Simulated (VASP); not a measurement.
Wanted: the native input for a VASP 6.6.1 run.

- Task: single point
- Functional: PBE
- Potentials or basis: VASP PAW PBE potentials, release 64 (Cs_sv)
- Cutoff: 520 eV
- k mesh: 4 × 4 × 4
- Occupations: fermi-dirac, width 0.05 eV
- Spin: no spin polarisation
- Dipole correction: no
- Further INCAR settings: ALGO = Fast; EDIFF = 1e-07; NBANDS = 10

The structure of Cs lies in POSCAR:

```
Cs
1.0
   -0.0830200000      3.9091570000      3.9483260000
    3.8927700000     -0.0612560000      3.9265620000
    3.9027100000      3.8973340000     -0.0711970000
Cs
1
Direct
    0.0037580000      0.0101000000     -0.0040670000
```

This isn't the form of Cs at room conditions, which is bcc.

One way to write it, as run:

INCAR

```
  ALGO = Fast
  EDIFF = 1E-7
  ENCUT = 520
  GGA = PE
  ISIF = 2
  ISMEAR = -1
  LASPH = T
  LCHARG = F
  LREAL = F
  LWAVE = F
  NBANDS = 10
  NELM = 100
  PREC = Accurate
  SIGMA = 0.05
```

KPOINTS

```
k-points
0
Gamma
  4 4 4
```

Potentials or basis: VASP PAW PBE potentials, release 64 (Cs_sv).

Launch:

```bash
$ cat potpaw_PBE.64/Cs_sv/POTCAR > POTCAR
$ mpirun -np 1 vasp_std > vasp.out
```

Results of the run:

The pressure is -0.1 GPa and the band gap on the k mesh is none (metal or under the smearing width).

Wall time 40 s on 1 thread of Intel(R) Xeon(R) Platinum 8259CL CPU @ 2.50GHz (Skylake/Cascade Lake) (shared host), peak memory 0.25 GiB.
